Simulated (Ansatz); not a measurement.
# Cu: the cost of one run

Program: Ansatz 0.2.0. Level of theory: DFT PBE, scalar-relativistic, plane waves, PAW. These are calculated values, not measurements.

17 further runs of the same task are left out: 17 set aside as unsound or not needed.

**1. The system as given**

The structure is tetragonal, space group I4/mmm (No. 139). Conventional cell: a = 2.947 Å, b = 2.947 Å, c = 2.764 Å, α = 90.00°, β = 90.00°, γ = 90.00°. Cu (site symmetry 4/mmm) has 10 Cu at 2.50 to 2.76 Å as nearest neighbours.

Coordinates:

```
Cu
1.0
    -1.47326    1.47326    1.38198
     1.47326   -1.47326    1.38198
     1.47326    1.47326   -1.38198
Cu
1
Direct
  0.00000 0.00000 0.00000
```

It goes back to an entry of the Materials Project, which need not be the stable form.

It is the result of an earlier relaxation at this level (volume 12.00 Å³/atom; gap on the mesh: none (metal)).

**2. What is varied**

The energy is mapped over volume and the cell's shape.

First coordinate, volume per atom: 7 values from 10.08 to 13.92 Å³. Second coordinate, c/a of the conventional cell: 7 values from 0.832 to 1.058.

Nothing else is relaxed (symmetry fixes all fractional coordinates). Energies count from the relaxed crystal. Points are written as (first, second).

**3. The run at (10.08 Å³, 0.938)**

Input file input.yaml:

```yaml
crystal:
  lattice:
    - [-1.3900968797, 1.3900968797, 1.3039691503]
    - [1.3900968797, -1.3900968797, 1.3039691503]
    - [1.3900968797, 1.3900968797, -1.3039691503]
  atoms:
    - { symbol: Cu, position: [0.0, 0.0, 0.0] }
basis:
  ecutwfc: 520.0
kpoints:
  mp_grid: { grid: [24, 24, 24] }
hamiltonian:
  xc: pbe
  pseudopotentials: { kind: paw, azcp: { folder: soft_1 } }
scf:
  occupations: { method: gaussian, width: 0.15 }
output:
  forces: true
  stress: true
  eigenvalues: true
```

Started as:

```bash
$ ansatz run input.yaml --threads 1 --pin off --max-ram 2048MiB --backend cpu --events-out ev --progress --plain --runs-dir out
```

What time and memory should one allow on 1 thread of Arm Neoverse V1, shared host?

About 14 s, with a peak of 0.46 GiB.
